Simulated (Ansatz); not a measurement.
# GaSb: band structure with revPBE

**Measured values to compare with.**

A printed reference work, data compilation reports, for a bulk crystal of GaSb at 4.2 K: band gap 0.811 eV (direct).

The system is GaSb.

```xyz
2
Lattice="0.0000 3.0590 3.0590 3.0590 0.0000 3.0590 3.0590 3.0590 0.0000" Properties=species:S:1:pos:R:3 pbc="T T T"
Sb    4.5885    4.5885    4.5885
Ga    0.0000    0.0000    0.0000
```

| Quantity | Value |
| --- | --- |
| Program | Ansatz 0.2.0 |
| Task | band structure |
| Functional | revPBE |
| Potentials or basis | all-electron LAPW, scalar-relativistic |
| Cutoff | 278 eV (chosen from the basis error) |
| Basis error allowed | 0.001 eV/atom |
| k mesh | 8 × 8 × 8 |
| Occupations | fermi-dirac, width 0.05 eV |
| Spin | no spin polarisation |

```json
{
  "Pressure": "3.5 GPa",
  "Band gap on the k mesh": "0.12 eV, direct",
  "Band gap along the path": "0.12 eV, direct"
}
```

Levels at the corners of the path, in eV from the valence-band top:
| point | band 18 | band 19 | band 20 | band 21 | band 22 | band 23 | band 24 | band 25 | band 26 | band 27 |
| --- | --- | --- | --- | --- | --- | --- | --- | --- | --- | --- |
| Γ | -14.94 | -11.45 | 0.00 | 0.00 | 0.00 | 0.12 | 2.80 | 2.80 | 2.80 | 5.97 |
| X | -14.93 | -9.01 | -6.77 | -2.56 | -2.56 | 0.97 | 1.33 | 8.75 | 8.75 | 10.18 |
| W | -14.94 | -8.96 | -6.64 | -3.32 | -3.10 | 3.72 | 4.40 | 4.46 | 4.82 | 10.00 |
| K | -14.94 | -9.07 | -6.59 | -3.58 | -2.18 | 1.47 | 3.93 | 6.67 | 6.85 | 7.64 |
| Γ | -14.94 | -11.45 | 0.00 | 0.00 | 0.00 | 0.12 | 2.80 | 2.80 | 2.80 | 5.97 |
| L | -14.94 | -9.83 | -6.33 | -1.15 | -1.15 | 0.47 | 3.78 | 3.78 | 6.60 | 9.49 |
| U | -14.94 | -9.07 | -6.59 | -3.58 | -2.18 | 1.47 | 3.93 | 6.67 | 6.85 | 7.64 |
| W | -14.94 | -8.96 | -6.64 | -3.32 | -3.10 | 3.72 | 4.40 | 4.46 | 4.82 | 10.00 |

It took 24 s on 1 thread of Arm Neoverse V2, on a shared host, peak memory 0.3 GiB.

Against the measured gap of GaSb, 0.811 eV (direct; 4.2 K; a printed reference work, data compilation), the calculated 0.12 eV is off by -0.70 eV. Spin-orbit coupling on Ga, Sb is left out. The value is that of revPBE, without temperature or zero-point motion. Semilocal functionals fall short of measured gaps as a rule.

Caveat: spin-orbit coupling is left out, which moves the levels of the heavy elements.
